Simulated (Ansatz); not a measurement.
Crystal: WC.

```
W C
1.0
     1.64035   -2.11804    0.00000
     1.64035    2.11804    0.00000
     0.00000    0.00000    4.30942
W C
1 1
Direct
  0.50000 0.50000 0.50000
  0.00000 0.00000 0.00000
```

The cell was built by a generator and needn't be a form met in nature.

```yaml
Program: Ansatz 0.2.0
Task: relaxation of cell and atoms
Functional: revPBE
Dispersion: D3(BJ)
Potentials_or_basis: Ansatz PAW
Cutoff: "420 eV (not typed: the program's choice for these potentials)"
k_mesh: 10 × 10 × 6
Occupations: fermi-dirac, width 0.05 eV
Spin: no spin polarisation
```

At the start: volume 14.97 Å³/atom.

Problem. Where does the relaxation end?

Solution. It ends after 17 steps and the volume is 11.23 Å³/atom (-25.0 %); space group Cmmm (No. 65, to 0.05 Å).

The path:
```csv
step,energy change (eV),largest force (eV/Å),volume (Å³)
1,0.0000,0.0000,29.94
2,-0.7871,0.0000,27.46
3,-1.4566,0.0000,25.20
4,-2.1833,0.0000,23.34
5,-2.8278,0.0000,21.91
6,-3.3361,0.0000,21.23
7,-3.7258,0.0000,21.45
8,-3.9417,0.0000,21.14
9,-3.9915,0.0000,21.85
10,-4.0046,0.0000,22.17
11,-4.0078,0.0000,22.37
12,-4.0079,0.0000,22.36
13,-4.0079,0.0000,22.36
14,-4.0174,0.0000,22.36
15,-4.0180,0.0000,22.45
16,-4.0180,0.0000,22.47
17,-4.0181,0.0000,22.47
```

Final structure:
```yaml
crystal:
  lattice:
    - [1.47152, -2.54120, 0.00000]
    - [1.47152, 2.54120, 0.00000]
    - [0.00000, 0.00000, 3.00389]
  atoms:
    - { symbol: W, position: [0.50000, 0.50000, 0.50000] }
    - { symbol: C, position: [0.00000, 0.00000, 0.00000] }
```

Caveat: the volume moved by over 15 % at a fixed basis, so the end points are rough; the plane-wave basis is chosen anew once the cell has moved, so the energies of steps on either side of that aren't comparable; pairwise dispersion overbinds metals, which lowers pressure and volume; the PAW data sets come from PBE, with cores solved anew for the run's functional, which leaves a small shift of forces and pressure.
